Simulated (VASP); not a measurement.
# TiTe2 in VASP: further runs, part 2 of 2

VASP 6.6.1.

## 3. Relaxation of cell and atoms, PBE

This run uses another cell than the first one, of 86.60 Å³/atom, 0.982 times its volume.

INCAR reads:

```
SYSTEM = TiTe2
PREC = Accurate ; ENCUT = 600
EDIFF = 1E-7 ; ISMEAR = 0
SIGMA = 0.03 ; LREAL = .FALSE.
LASPH = .TRUE. ; NELM = 80
ALGO = Normal ; ISIF = 3
LWAVE = .FALSE. ; LCHARG = .FALSE.
GGA = PE ; IBRION = 2
NSW = 90 ; EDIFFG = -0.005
LATTICE_CONSTRAINTS = .TRUE. .TRUE. .FALSE.
```

KPOINTS reads:

```
regular mesh
0
G
  9 9 1
  0 0 0
```

POSCAR reads:

```
TiTe2                                   
1.0
    3.7427838879     -0.0000000000      0.0000000000
   -1.8713919439      3.2413459277      0.0000000000
    0.0000000000      0.0000000000     21.4153488000
  Te              Ti            
     2     1
Direct
     0.3333333300000021    0.6666666699999979    0.4181798701694036
     0.6666666699999979    0.3333333300000021    0.5818201298305965
     0.0000000000000000    0.0000000000000000    0.5000000000000000
```

Potentials or basis: VASP PAW PBE potentials, release 64 (Te, Ti_sv).

Started as:

```console
cat potpaw_PBE.64/Te/POTCAR potpaw_PBE.64/Ti_sv/POTCAR > POTCAR
mpirun -np 1 vasp_std > vasp.out
```

OUTCAR:

```text
SYSTEM = TiTe2
   PREC = Accurate
   ENCUT = 600
   EDIFF = 1E-7
   ISMEAR = 0
   LREAL = .FALSE.
   LASPH = .TRUE.
   NELM = 80
   ISIF = 3
   GGA = PE
   IBRION = 2
   NSW = 90
   EDIFFG = -0.005

 ion  position               nearest neighbor table
   1  0.333  0.667  0.418-   3 2.78   3 2.78   3 2.78
   2  0.667  0.333  0.582-   3 2.78   3 2.78   3 2.78
   3  0.000  0.000  0.500-   1 2.78   2 2.78   1 2.78   2 2.78   2 2.78   1 2.78

  LATTYP: Found a hexagonal cell.
 ALAT       =     3.7427838879
 C/A-ratio  =     5.7217700624

  Lattice vectors:

 A1 = (   3.7427838879,   0.0000000000,   0.0000000000)
 A2 = (  -1.8713919439,   3.2413459277,   0.0000000000)
 A3 = (   0.0000000000,   0.0000000000,  21.4153488000)

Analysis of symmetry for initial positions (statically):
=====================================================================
 Subroutine PRICEL returns:
 Original cell was already a primitive cell.

 Routine SETGRP: Setting up the symmetry group for a
 hexagonal supercell.

 Subroutine GETGRP returns: Found 12 space group operations
 (whereof 12 operations were pure point group operations)
 out of a pool of 24 trial point group operations.

The static configuration has the point symmetry D_3d.

Analysis of symmetry for dynamics (positions and initial velocities):
=====================================================================
 Subroutine PRICEL returns:
 Original cell was already a primitive cell.

 Routine SETGRP: Setting up the symmetry group for a
 hexagonal supercell.

 Subroutine GETGRP returns: Found 12 space group operations
 (whereof 12 operations were pure point group operations)
 out of a pool of 24 trial point group operations.

The dynamic configuration has the point symmetry D_3d.

 Subroutine INISYM returns: Found 12 space group operations
 (whereof 12 operations are pure point group operations),
 and found     1 'primitive' translations

----------------------------------------------------------------------------------------

                                     Primitive cell

  volume of cell :     259.8037

  direct lattice vectors                    reciprocal lattice vectors
     3.742783888  0.000000000  0.000000000     0.267180802  0.154256908  0.000000000
    -1.871391944  3.241345928  0.000000000     0.000000000  0.308513816  0.000000000
     0.000000000  0.000000000 21.415348800     0.000000000  0.000000000  0.046695480

  length of vectors
     3.742783888  3.742783888 21.415348800     0.308513816  0.308513816  0.046695480

  position of ions in fractional coordinates (direct lattice)
     0.333333330  0.666666670  0.418179870
     0.666666670  0.333333330  0.581820130
     0.000000000  0.000000000  0.500000000

  ion indices of the primitive-cell ions
   primitive index   ion index
                 1           1
                 2           2
                 3           3

[... 93 lines left out ...]
  volume of cell :      259.80
 maximum number of plane-waves:      8743
 NGX is ok and might be reduce to    30
   NGX = 15   NGY = 15   NGZ = 85

--------------------------------------- Ionic step        1  -------------------------------------------

 number of electron      24.0000003 magnetization

 Free energy of the ion-electron system (eV)
  ---------------------------------------------------
  ext. energy  EPLUGINS =         0.00000000
  ---------------------------------------------------
  free energy    TOTEN  =       -16.18862037 eV

  energy without entropy =      -16.18747768  energy(sigma->0) =      -16.18804903

------------------------ aborting loop because EDIFF is reached ----------------------------------------

  FORCE on cell =-STRESS in cart. coord.  units (eV):
  Direction    XX          YY          ZZ          XY          YZ          ZX
  --------------------------------------------------------------------------------------
  -------------------------------------------------------------------------------------
  Total       -0.0041386     -0.0041386     -0.0290443     -0.0000000     -0.0000000      0.0000000
  in kB       -0.0255225     -0.0255225     -0.1791124     -0.0000000     -0.0000000      0.0000000
  external PRESSURE =      -0.0767191 kB  Pullay stress =       0.0000000 kB

 VOLUME and BASIS-vectors are now :
 -----------------------------------------------------------------------------
  energy-cutoff  :      600.00
  volume of cell :      259.80
      direct lattice vectors                 reciprocal lattice vectors
     3.742783888  0.000000000  0.000000000     0.267180802  0.154256908  0.000000000
    -1.871391944  3.241345928  0.000000000     0.000000000  0.308513816  0.000000000
     0.000000000  0.000000000 21.415348800     0.000000000  0.000000000  0.046695480

 POSITION                                       TOTAL-FORCE (eV/Angst)
 -----------------------------------------------------------------------------------
     -0.00000      2.16090      8.95547        -0.000000      0.000000      0.005032
      1.87139      1.08045     12.45988        -0.000000      0.000000     -0.005032
      0.00000      0.00000     10.70767         0.000000      0.000000      0.000000
 -----------------------------------------------------------------------------------
    total drift:                                0.000000      0.000000     -0.000000

  FREE ENERGIE OF THE ION-ELECTRON SYSTEM (eV)
  ---------------------------------------------------
  free  energy   TOTEN  =       -16.1886203714 eV

  energy  without entropy=      -16.1874776798  energy(sigma->0) =      -16.18804903

--------------------------------------- Ionic step        2  -------------------------------------------

 number of electron      24.0000003 magnetization

 Free energy of the ion-electron system (eV)
  ---------------------------------------------------
  ext. energy  EPLUGINS =         0.00000000
  ---------------------------------------------------
  free energy    TOTEN  =       -16.18862262 eV

  energy without entropy =      -16.18747992  energy(sigma->0) =      -16.18805127

 E-fermi :  -1.2725     XC(G=0):  -3.5811

 val. band max:       -1.3775647236   @ k =   0.4444   0.0000   0.0000
 cond. band min:      -1.2633947318   @ k =   0.3333  -0.0000   0.0000
 fundamental gap:      0.1141699918
 Fermi energy:        -1.2725318213

 k-point     1 :       0.0000    0.0000    0.0000
  band No.  band energies     occupation
      1     -58.7552      2.00000
      2     -35.0045      2.00000
      3     -35.0045      2.00000
      4     -34.9659      2.00000
      5     -13.2699      2.00000
      6     -12.4643      2.00000
[... 205 lines left out ...]
      3     -35.0352      2.00000
      4     -34.9545      2.00000
      5     -11.4237      2.00000
      6     -11.4237      2.00000
[... 8 lines left out ...]
     15      -0.0461      0.00000
     16       1.1664      0.00000

------------------------ aborting loop because EDIFF is reached ----------------------------------------

  FORCE on cell =-STRESS in cart. coord.  units (eV):
  Direction    XX          YY          ZZ          XY          YZ          ZX
  --------------------------------------------------------------------------------------
  -------------------------------------------------------------------------------------
  Total        0.0031212      0.0031212     -0.0188632      0.0000000      0.0000000      0.0000000
  in kB        0.0192506      0.0192506     -0.1163426      0.0000000      0.0000000      0.0000000
  external PRESSURE =      -0.0259472 kB  Pullay stress =       0.0000000 kB

 VOLUME and BASIS-vectors are now :
 -----------------------------------------------------------------------------
  energy-cutoff  :      600.00
  volume of cell :      259.77
      direct lattice vectors                 reciprocal lattice vectors
     3.742534795 -0.000000000  0.000000000     0.267198585  0.154267175  0.000000000
    -1.871267397  3.241130207  0.000000000     0.000000000  0.308534350  0.000000000
     0.000000000  0.000000000 21.415348800     0.000000000  0.000000000  0.046695480

 POSITION                                       TOTAL-FORCE (eV/Angst)
 -----------------------------------------------------------------------------------
     -0.00000      2.16075      8.95571        -0.000000      0.000000      0.002025
      1.87127      1.08038     12.45964         0.000000     -0.000000     -0.002025
      0.00000     -0.00000     10.70767         0.000000      0.000000      0.000000
 -----------------------------------------------------------------------------------
    total drift:                                0.000000      0.000000     -0.000000

  FREE ENERGIE OF THE ION-ELECTRON SYSTEM (eV)
  ---------------------------------------------------
  free  energy   TOTEN  =       -16.1886226165 eV

  energy  without entropy=      -16.1874799248  energy(sigma->0) =      -16.18805127

 reached required accuracy - stopping structural energy minimisation
```

Wall time 2.5 min (1 thread of Intel Xeon Platinum 8488C (Sapphire Rapids), shared host); peak memory 0.43 GiB.

Results:

```
Free energy                            : -16.1886 eV
Relaxed volume                         : 86.59 Å³/atom
Relaxed cell                           : a = 3.743 Å, b = 3.743 Å, c = 21.415 Å, α = 90.00°, β = 90.00°, γ = 120.00°
Space group after relaxing (to 0.05 Å) : P-3m1 (No. 164)
Energy gained by relaxing              : 0.0 meV/atom
Ionic steps                            : 2
Band gap on the k mesh                 : none (metal or under the smearing width)
```

Forces in eV/Å, atoms in the order of the input:
```
Te   0.000  0.000  0.002
Te   0.000  0.000 -0.002
Ti   0.000  0.000  0.000
```

Final structure:
```xyz
3
Lattice="3.7425 0.0000 0.0000 -1.8713 3.2411 0.0000 0.0000 0.0000 21.4153" Properties=species:S:1:pos:R:3 pbc="T T T"
Te    0.0000    2.1608    8.9557
Te    1.8713    1.0804   12.4596
Ti    0.0000    0.0000   10.7077
```

Spin-orbit coupling is left out, which matters for the levels of Te.
